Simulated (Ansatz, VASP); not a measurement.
# Pt: VASP beside Ansatz

Contents of INCAR:

```
  PREC = Accurate
  ENCUT = 520
  EDIFF = 1E-6
  ISMEAR = -1
  SIGMA = 0.1
  LREAL = False
  LASPH = True
  NELM = 100
  ALGO = Normal
  ISIF = 2
  LWAVE = False
  LCHARG = False
  GGA = RP
  NBANDS = 28
```

File KPOINTS:

```
regular mesh
0
Gamma
  14 14 4
```

File POSCAR:

```
Pt
1.0
    2.7686165586      0.0000000000      0.0000000000
   -1.3843082793      2.3976922730      0.0000000000
    0.0000000000      0.0000000000      9.2493867192
Pt
4
Direct
    1.0000000000      1.0000000000      0.0000000000
    1.0000000000      0.0000000000      0.5000000000
    0.3333333333      0.6666666667      0.2500000000
    0.6666666667      0.3333333333      0.7500000000
```

Input for Ansatz:

```yaml
crystal:
  lattice:
    - [2.7686165586, 0.0, 0.0]
    - [-1.3843082793, 2.397692273, 0.0]
    - [0.0, 0.0, 9.2493867192]
  atoms:
    - { symbol: Pt, position: [1.0, 1.0, 0.0] }
    - { symbol: Pt, position: [1.0, 0.0, 0.5] }
    - { symbol: Pt, position: [0.3333333333, 0.6666666667, 0.25] }
    - { symbol: Pt, position: [0.6666666667, 0.3333333333, 0.75] }
hamiltonian:
  xc: rpbe
  pseudopotentials:
    kind: paw
    azcp:
      Pt: "pseudopotentials/Pt.paw.azcp"
basis:
  ecutwfc: 420
  fft_grid_basis: typed
kpoints:
  mp_grid: { grid: [14, 14, 4], shift: [0, 0, 0] }
magnetization:
  spin_polarized: false
scf:
  occupations: { method: fermi_dirac, width: 0.1 }
  lower_state_search: "off"
output:
  stress: true
```

Alike in both runs: task single point; functional RPBE; k mesh 14 × 14 × 4; occupations fermi-dirac, width 0.1 eV; no spin polarisation.

|  | VASP | Ansatz |
| --- | --- | --- |
| version | VASP 6.6.1 | Ansatz 0.2.0 |
| potentials or method | VASP PAW PBE potentials, release 64 (Pt) | plane waves (420 eV) with PAW, scalar-relativistic |
| plane-wave cutoff (eV) | 520 | 420 |
| valence electrons in the cell | 40 | 72 |

|  | VASP | Ansatz | Ansatz less VASP |
| --- | --- | --- | --- |
| pressure (GPa) | 9.7 | 10.2 | +0.52 |
| largest component of the traceless stress (GPa) | 0.32 | 0.32 | +0.002 |

With one functional, cell and mesh, what is left measures potentials, basis and numerics. The two sets of potentials don't hold the same shells in valence.

Caveats: the PAW data sets were made with another functional, which shifts forces and pressure a little (VASP). Spin-orbit coupling is left out, which matters for the levels of Pt.
